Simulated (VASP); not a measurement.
A run of VASP 6.6.1 is set up as follows.

The input INCAR:

```
ALGO = Normal
EDIFF = 1E-6
ENCUT = 520
GGA = PE
ISIF = 2
ISMEAR = 0
LASPH = True
LCHARG = False
LREAL = False
LWAVE = False
NBANDS = 11
NELM = 100
PREC = Accurate
SIGMA = 0.05
```

File KPOINTS:

```
k-points
0
Gamma
  8 8 8
```

Contents of POSCAR:

```
Hf
1.0
    0.0000000000      2.2389399613      2.2389399613
    2.2389399613      0.0000000000      2.2389399613
    2.2389399613      2.2389399613      0.0000000000
Hf
1
Direct
    0.0000000000      0.0000000000      0.0000000000
```

Potentials or basis: VASP PAW PBE potentials, release 64 (Hf_pv).

The run is started by

```console
$ cat potpaw_PBE.64/Hf_pv/POTCAR > POTCAR
$ mpirun -np 1 vasp_std > vasp.out
```

Problem. Predict the pressure.

Solution. 0.1 GPa.

Problem. Estimate the band gap on the k mesh.

Solution. None (metal or under the smearing width).

Spin-orbit coupling is left out, which matters for the levels of Hf.
